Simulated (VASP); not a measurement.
# ZnS (F-43m) in VASP: further runs, part 2 of 3

VASP 6.6.1.

### 3 Single point, PBE, spin-orbit coupling, no magnetisation

INCAR reads:

```
SYSTEM = ZnS
ALGO = Normal
EDIFF = 1E-7
ENCUT = 340
GGA = PE
GGA_COMPAT = .False.
ISIF = 2
ISMEAR = 0
LASPH = .True.
LCHARG = .False.
LORBIT = 11
LREAL = .False.
LSORBIT = .True.
LWAVE = .False.
MAGMOM = 0 0 0 0 0 0
NBANDS = 34
NELM = 100
PREC = Accurate
SIGMA = 0.02
```

KPOINTS reads:

```
k-points
0
Gamma
  6 6 6
  0 0 0
```

POSCAR reads:

```
ZnS
1.0
    0.0000000000      2.7020000000      2.7020000000
    2.7020000000      0.0000000000      2.7020000000
    2.7020000000      2.7020000000      0.0000000000
Zn S
1 1
Direct
    0.7500000000      0.7500000000      0.7500000000
    0.0000000000      0.0000000000      0.0000000000
```

Potentials or basis: VASP PAW PBE potentials, release 64 (Zn, S).

On the command line:

```
> cat potpaw_PBE.64/Zn/POTCAR potpaw_PBE.64/S/POTCAR > POTCAR
> mpirun -np 1 vasp_ncl > vasp.out
```

OUTCAR:

```text
SYSTEM = ZnS
   EDIFF = 1E-7
   ENCUT = 340
   GGA = PE
   ISIF = 2
   ISMEAR = 0
   LASPH = .True.
   LORBIT = 11
   LREAL = .False.
   LSORBIT = .True.
   NELM = 100
   PREC = Accurate

 Found     22 irreducible k-points:

 Following reciprocal coordinates:
            Coordinates               Weight
  0.000000  0.000000  0.000000      1.000000
  0.166667  0.000000  0.000000      4.000000
 -0.166667  0.000000  0.000000      4.000000
  0.333333  0.000000  0.000000      4.000000
 -0.333333  0.000000  0.000000      4.000000
  0.500000  0.000000  0.000000      4.000000
   k-points           NKPTS =     22   k-points in BZ     NKDIM =     22   number of bands    NBANDS=     34
   number of dos      NEDOS =    301   number of ions     NIONS =      2
   total plane-waves  NPLWV =  13824
   dimension x,y,z NGX =    24 NGY =   24 NGZ =   24
   dimension x,y,z NGXF=    48 NGYF=   48 NGZF=   48
   ions per type =               1   1
   NGX,Y,Z   is equivalent  to a cutoff of  10.44, 10.44, 10.44 a.u.
   NGXF,Y,Z  is equivalent  to a cutoff of  20.88, 20.88, 20.88 a.u.
 SYSTEM =  ZnS
   PREC   = accura    normal or accurate (medium, high low for compatibility)
   ISTART =      0    job   : 0-new  1-cont  2-samecut
   ICHARG =      2    charge: 1-file 2-atom 10-const
   ISPIN  =      1    spin polarized calculation?
   LNONCOLLINEAR =      T non collinear calculations
   LSORBIT =      T    spin-orbit coupling
   LASPH  =      T    aspherical Exc in radial PAW
   ENCUT  =  340.0 eV  24.99 Ry    5.00 a.u.   5.75  5.75  5.75*2*pi/ulx,y,z
   NELM   =    100;   NELMIN=  2; NELMDL= -5     # of ELM steps
   EDIFF  = 0.1E-06   stopping-criterion for ELM
   LREAL  =      F    real-space projection
   EDIFFG = 0.1E-05   stopping-criterion for IOM
   NSW    =      0    number of steps for IOM
   IBRION =     -1    ionic relax: 0-MD 1-quasi-New 2-CG
   NFREE  =      0    steps in history (QN), initial steepest desc. (CG)
   ISIF   =      2    stress and relaxation
   ISYM   =      2    0-nonsym 1-usesym 2-fastsym
   POTIM  = 0.5000    time-step for ionic-motion
   TEBEG  =    0.0;   TEEND  =   0.0 temperature during run
   PSTRESS=    0.0 pullay stress
   NELECT =      18.0000    total number of electrons
   NUPDOWN=      -1.0000    fix difference up-down
   EMIN   =  10.00;   EMAX   =-10.00  energy-range for DOS
   EFERMI =   0.00;   METHOD = LEGACY
   ISMEAR =     0;   SIGMA  =   0.02  broadening in eV -4-tet -1-fermi 0-gaus
   EFERMI_NEDOS =   21; number of points for ismear=-14 and -15
[... 269 lines left out ...]

  FREE ENERGIE OF THE ION-ELECTRON SYSTEM (eV)
  ---------------------------------------------------
  free  energy   TOTEN  =        -6.8476626378 eV

  energy  without entropy=       -6.8476626378  energy(sigma->0) =       -6.84766264

 Spin-Orbit-Coupling matrix elements

 Ion:    1  E_soc:     -0.0083278
 l=   1
     0.0000000    -0.0004093    -0.0004093
    -0.0004093     0.0000000    -0.0004093
    -0.0004093    -0.0004093     0.0000000
 l=   2
     0.0000000    -0.0001999     0.0000000    -0.0001999    -0.0007788
    -0.0001999     0.0000000    -0.0005841    -0.0001999    -0.0001947
     0.0000000    -0.0005841     0.0000000    -0.0005841     0.0000000
    -0.0001999    -0.0001999    -0.0005841     0.0000000    -0.0001947
    -0.0007788    -0.0001947     0.0000000    -0.0001947     0.0000000
 l=   3
     0.0000000     0.0000000     0.0000000     0.0000000     0.0000000     0.0000000     0.0000000
     0.0000000     0.0000000     0.0000000     0.0000000     0.0000000     0.0000000     0.0000000
     0.0000000     0.0000000     0.0000000     0.0000000     0.0000000     0.0000000     0.0000000
     0.0000000     0.0000000     0.0000000     0.0000000     0.0000000     0.0000000     0.0000000
     0.0000000     0.0000000     0.0000000     0.0000000     0.0000000     0.0000000     0.0000000
     0.0000000     0.0000000     0.0000000     0.0000000     0.0000000     0.0000000     0.0000000
     0.0000000     0.0000000     0.0000000     0.0000000     0.0000000     0.0000000     0.0000000

 Ion:    2  E_soc:     -0.0017750
 l=   1
     0.0000000    -0.0002958    -0.0002958
    -0.0002958     0.0000000    -0.0002958
    -0.0002958    -0.0002958     0.0000000
 l=   2
     0.0000000     0.0000000     0.0000000     0.0000000     0.0000000
     0.0000000     0.0000000     0.0000000     0.0000000     0.0000000
     0.0000000     0.0000000     0.0000000     0.0000000     0.0000000
     0.0000000     0.0000000     0.0000000     0.0000000     0.0000000
     0.0000000     0.0000000     0.0000000     0.0000000     0.0000000
 l=   3
     0.0000000     0.0000000     0.0000000     0.0000000     0.0000000     0.0000000     0.0000000
     0.0000000     0.0000000     0.0000000     0.0000000     0.0000000     0.0000000     0.0000000
     0.0000000     0.0000000     0.0000000     0.0000000     0.0000000     0.0000000     0.0000000
     0.0000000     0.0000000     0.0000000     0.0000000     0.0000000     0.0000000     0.0000000
     0.0000000     0.0000000     0.0000000     0.0000000     0.0000000     0.0000000     0.0000000
     0.0000000     0.0000000     0.0000000     0.0000000     0.0000000     0.0000000     0.0000000
     0.0000000     0.0000000     0.0000000     0.0000000     0.0000000     0.0000000     0.0000000

 total charge

# of ion       s       p       d       tot
------------------------------------------
    1        0.520   0.477   9.794  10.791
    2        1.314   2.437   0.000   3.751
--------------------------------------------------
tot          1.834   2.914   9.794  14.542

 magnetization (x)

# of ion       s       p       d       tot
------------------------------------------
    1        0.000   0.000   0.000   0.000
    2       -0.000  -0.000   0.000  -0.000
--------------------------------------------------
tot          0.000  -0.000   0.000   0.000

 magnetization (y)

# of ion       s       p       d       tot
------------------------------------------
    1        0.000   0.000   0.000   0.000
    2       -0.000   0.000   0.000  -0.000
--------------------------------------------------
tot         -0.000   0.000   0.000  -0.000

 magnetization (z)

# of ion       s       p       d       tot
------------------------------------------
    1       -0.000   0.000   0.000   0.000
    2       -0.000   0.000   0.000   0.000
--------------------------------------------------
tot         -0.000   0.000   0.000   0.000
```

OSZICAR:

```text
N       E                     dE             d eps       ncg     rms          rms(c)
DAV:   1     0.104404930756E+03    0.10440E+03   -0.60615E+03  1496   0.948E+02
DAV:   2     0.411582259201E+01   -0.10029E+03   -0.92420E+02  1538   0.245E+02
DAV:   3    -0.702403215222E+01   -0.11140E+02   -0.10951E+02  1746   0.814E+01
DAV:   4    -0.727279810696E+01   -0.24877E+00   -0.24831E+00  1726   0.127E+01
DAV:   5    -0.727526908144E+01   -0.24710E-02   -0.24703E-02  1688   0.123E+00    0.689E+00
DAV:   6    -0.686234484917E+01    0.41292E+00   -0.52435E-01  2240   0.276E+01    0.531E+00
DAV:   7    -0.684800019680E+01    0.14345E-01   -0.35132E-01  1756   0.437E+00    0.269E+00
DAV:   8    -0.684722109169E+01    0.77911E-03   -0.59924E-03  1618   0.559E-01    0.906E-01
DAV:   9    -0.684750448219E+01   -0.28339E-03   -0.11045E-03  1640   0.268E-01    0.216E-01
DAV:  10    -0.684755548293E+01   -0.51001E-04   -0.11421E-04  1746   0.897E-02    0.105E-01
DAV:  11    -0.684766325177E+01   -0.10777E-03   -0.99900E-05  1652   0.161E-01    0.104E-01
DAV:  12    -0.684766161240E+01    0.16394E-05   -0.34602E-05  1818   0.114E-01    0.112E-02
DAV:  13    -0.684766254345E+01   -0.93106E-06   -0.38185E-06  1608   0.160E-02    0.339E-03
DAV:  14    -0.684766263775E+01   -0.94299E-07   -0.37932E-07  1692   0.120E-02
   1 F= -.68476626E+01 E0= -.68476626E+01  d E =-.148881E-25  mag=    -0.0000     0.0000    -0.0000
```

stdout:

```text
POSCAR found type information on POSCAR ZnS
 POSCAR found :  2 types and       2 ions
 scaLAPACK will be used
 LDA part: xc-table for (Slater+PW92), standard interpolation
 POSCAR, INCAR and KPOINTS ok, starting setup
 FFT: planning ... GRIDC
 FFT: planning ... GRID_SOFT
 FFT: planning ... GRID
 WAVECAR not read
 entering main loop
```

Wall time 16 s (1 thread of AMD EPYC 9R45 (Zen 5), shared host); peak memory 0.17 GiB.

These settings aren't checked as converged: the numbers below hold their error.

What came out:

- Free energy: -6.8477 eV
- Pressure: 1.6 GPa
- Valence electrons inside the program's atomic spheres: Zn 10.79; S 3.75

Caveat: the cutoff is under 1.25 times the usual one of these potentials, so pressure, stress and relaxed cells hold a basis-set (Pulay) error.

### 4 Single point, PBE, spin-orbit coupling, no magnetisation

Edit INCAR of step 3 so:

```diff
@@ -3,3 +3,3 @@
 EDIFF = 1E-7
-ENCUT = 340
+ENCUT = 280
 GGA = PE
```

KPOINTS reads:

```
k-points
0
Gamma
  7 7 7
  0 0 0
```

POSCAR is that of step 3.

On the command line:

```
> cat potpaw_PBE.64/Zn/POTCAR potpaw_PBE.64/S/POTCAR > POTCAR
> mpirun -np 1 vasp_ncl > vasp.out
```

It took 20 s on 1 thread of AMD EPYC 9R45 (Zen 5), shared host; peak memory 0.17 GiB.

These settings aren't checked as converged: the numbers below hold their error.

Results:

```yaml
Free_energy: -6.8408 eV
Valence_electrons_inside_the_program's_atomic_spheres: Zn 10.79; S 3.76
```

Caveat: the cutoff is under 1.25 times the usual one of these potentials, so pressure, stress and relaxed cells hold a basis-set (Pulay) error.

(Part 2 of 3 ends here.)
